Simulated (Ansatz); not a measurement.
All numbers below come from Ansatz, DFT PBE, scalar-relativistic, plane waves, PAW. All cells share a 420 eV cutoff and Γ-centred k meshes spaced about 0.3 Å⁻¹ or finer (0.25 for metals, 2π included). No spin polarisation in the final relaxations.

All energies are static (0 K, no zero-point motion). All come from trial cells, and lower structures may exist.

Task: Order these relaxed structures of Al4N3 by energy, lowest first, with the energy over the lowest of them.
A. Space group P3m1 (No. 156), trigonal, a = 3.113 Å, c = 9.809 Å. Al on its first site is surrounded by 4 N at 1.90–1.91 Å; Al on its second site has 3 N at 1.92 Å; around Al on its third site lies 1 N at 1.92 Å; N on its first site is surrounded by 4 Al at 1.90–1.91 Å; 3 more sites not described.
B. Space group P-43m (No. 215), cubic, a = 4.382 Å. Al has 3 N at 1.91 Å; N is surrounded by 4 Al at 1.91 Å.
C. Space group R-3m (No. 166), trigonal, a = 2.902 Å, c = 27.535 Å. Al on its first site is surrounded by 3 N at 2.06 Å; around Al on its second site lie 6 N at 2.04–2.05 Å; N on a site of symmetry 3m is surrounded by 6 Al at 2.04–2.06 Å; N on a site of symmetry -3m has 6 Al at 2.05 Å.

Result: A (0 meV/atom), C (98 meV/atom), B (169 meV/atom). Forms: A P3m1; C R-3m; B P-43m. Counting N atoms around Al (those within 1.25 times the shortest such distance or 1.15 times the sum of covalent radii; a slash parts the counts of unlike sites): A has Al 1/3/4; C has Al 3/6; B has Al 3.

In P3m1, R-3m, P-43m an odd number of electrons in the primitive cell allows no gap without spin; a larger cell or a magnetic state could open one. With atoms moved at random, P3m1 came back. Without a clear test, and held by symmetry: R-3m and P-43m. Some candidate types were left out of the draw beforehand, so a known form may be missing.
